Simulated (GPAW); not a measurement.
Input of a GPAW 26.7.0 run:

run.py

```python
from ase.dft.bandgap import bandgap
from ase.io import read, write
from ase.units import GPa
from gpaw import GPAW, PW

atoms = read('POSCAR')
atoms.set_initial_magnetic_moments([-0.86, -0.32])

calc = GPAW(mode=PW(600),
            xc='LDA',
            kpts={'size': (9, 9, 9), 'gamma': True},
            occupations={'name': 'fermi-dirac', 'width': 0.05},
            nbands=23,
            convergence={'density': 1e-05, 'energy': 1e-05},
            maxiter=150,
            txt='gpaw.txt')
atoms.calc = calc
energy = atoms.get_potential_energy()
forces = atoms.get_forces()
stress = atoms.get_stress()
calc.write('gs.gpw')
write('result.traj', atoms)
print(f'Energy: {energy:.6f} eV')
print('Forces (eV/A):')
print(forces.round(4))
print('Stress (GPa):', (stress / GPa).round(3))
print('Moments:', calc.get_magnetic_moments().round(3))
print('Fermi level:', round(calc.get_fermi_level(), 4), 'eV')
print(f'Gap: {bandgap(calc)[0]:.4f} eV, direct: {bandgap(calc, direct=True)[0]:.4f} eV')
```

Contents of POSCAR:

```
TiCo
1.0
    2.9861109900      0.0000000000      0.0000000000
    0.0000000000      2.9861109900      0.0000000000
    0.0000000000      0.0000000000      2.9861109900
Co Ti
1 1
Direct
    0.5000000000      0.5000000000      0.5000000000
    0.0000000000      0.0000000000      0.0000000000
```

Potentials or basis: the program's PAW data sets (release 1.2.1) made for this functional, pw.

Run with:

```console
$ OMP_NUM_THREADS=1 python run.py
```

**Question.** Predict the pressure.

**Answer.** -15.1 GPa.

**Question.** Estimate the net moment.

**Answer.** -0.48 μB per cell.

**Question.** Predict the band gap on the k mesh.

**Answer.** None (metal or under the smearing width).
